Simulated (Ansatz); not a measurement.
TiAl, DFT, PBEsol, all-electron PAW with datasets made for the crystal, scalar-relativistic (Ansatz 0.2.0), run on 1 thread of AMD EPYC 9R45 96-Core Processor (Zen 5) on a shared host.

The cell comes from COD entry 1532769, which wasn't checked; take it as a given geometry. The listed cell was then made from it by scaling, straining or moving an atom.

Command: `ansatz run input.yaml --threads 1 --pin off --max-ram 3072MiB --backend cpu --events-out ev --progress --plain --runs-dir out`

```yaml
crystal:
  lattice:
    - [2.8373, -0.028373, -0.028373]
    - [-0.028373, 2.8373, -0.028373]
    - [-0.040591, -0.040591, 4.0591]
  atoms:
    - { symbol: Ti, position: [0.0, 0.0, 0.0] }
    - { symbol: Al, position: [0.5, 0.5, 0.5] }
kpoints:
  mp_grid: { grid: [12, 12, 8] }
scf:
  occupations: { method: fermi_dirac, width: 0.05 }
hamiltonian:
  xc: pbesol
  pseudopotentials: { kind: all_electron, datasets: crystal }
output:
  forces: true
  stress: true
  eigenvalues: true
  efg: { contact_densities: true }
```

Problem. How large is the problem that the program sets up?

Solution. 320 irreducible k-points, 237 plane waves at Γ, 8 bands.

Problem. Estimate the wall time and the peak memory.

Solution. 6.7 s of wall time for 9 SCF iterations, with a peak of 0.6 GiB. Times on shared machines scatter by tens of per cent.

Problem. And the same cell and mesh by PAW with the default files, asked for forces, stress, eigenvalues, efg, on the same hardware?

Solution. 3 s, peak memory 0.5 GiB.
